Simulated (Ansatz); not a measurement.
Write the native input for Ansatz 0.2.0 that does the following.

```yaml
Task: single point
Functional: PBEsol
Potentials_or_basis: Ansatz PAW
Cutoff: "420 eV (not typed: the program's choice for these potentials)"
k_mesh: 7 × 7 × 7
Occupations: gaussian, width 0.05 eV
Spin: collinear spin, ferromagnetic start
Starting_moments: "[0.5, 0.0] μB"
```

The system is TaN.

```
Ta N
1.0
     0.00000    2.49114    2.49114
     2.49114    0.00000    2.49114
     2.49114    2.49114    0.00000
Ta N
1 1
Direct
  0.00000 0.00000 0.00000
  0.25000 0.25000 0.25000
```

The cell comes from a database or a generator and needn't be the stable form of this composition.

One way to write it, as run:

input.yaml

```yaml
crystal:
  lattice:
    - [0.0, 2.49114377, 2.49114377]
    - [2.49114377, 0.0, 2.49114377]
    - [2.49114377, 2.49114377, 0.0]
  atoms:
    - { symbol: Ta, position: [0.0, 0.0, 0.0], spin: 0.5 }
    - { symbol: "N", position: [0.25, 0.25, 0.25] }
hamiltonian:
  xc: pbesol
  pseudopotentials: { kind: paw }
magnetization:
  spin_polarized: true
kpoints:
  mp_grid: { grid: [7, 7, 7] }
scf:
  occupations: { method: gaussian, width: 0.05 }
output:
  forces: true
  stress: true
  eigenvalues: true
```

Potentials or basis: Ansatz PAW.

Command:

```console
$ ansatz run input.yaml --threads 2 --pin off --max-ram 5632MiB --backend cpu --events-out ev --progress --plain --runs-dir out
```

Results of the run:

* Pressure: -30.8 GPa
* Band gap on the k mesh: none (metal or under the smearing width)
* Net moment: 0.00 μB per cell
* Absolute moment: 0.00 μB per cell

Caveat: a pressure of tens of GPa on the cell as given is suspect, and the run, the potentials or the cell itself is likely at fault; the pressure holds a Pulay correction of +0.3 GPa for the finite cutoff; the PAW data sets come from PBE, with cores solved anew for the run's functional, which leaves a small shift of forces and pressure; the starting moments weren't kept.

It took 1.4 s on 2 threads of Arm Neoverse V1, on a shared host, peak memory 0.24 GiB.
